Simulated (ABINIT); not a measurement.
ZrB2 in ABINIT: the effect of functional

The system is ZrB2.

```
Zr B
1.0
     3.17000    0.00000    0.00000
    -1.58500    2.74530    0.00000
     0.00000    0.00000    3.53300
Zr B
1 2
Direct
  0.00000 0.00000 0.00000
  0.66667 0.33333 0.50000
  0.33333 0.66667 0.50000
```

Alike in all runs:

* Program: ABINIT 10.8.3 (patched build)
* Task: single point
* Potentials or basis: JTH PAW PBE v2.0
* Cutoff: 544 eV
* k mesh: 10 × 10 × 8
* Occupations: fermi-dirac, width 0.05 eV
* Spin: no spin polarisation

```tsv
functional	pressure (GPa)
LDA	-8.7
PBEsol	?
RPBE	4.0
BLYP	7.0
AM05	-5.0
r2SCAN	0.4
SCAN	-0.9
revPBE	3.1
PW91	0.5
WC	-3.6
```

What does the run with functional PBEsol give?

Pressure -4.2 GPa.

Caveats: the PAW data sets were made with another functional, which shifts forces and pressure a little.

Runs at the PBE level aren't shown here.
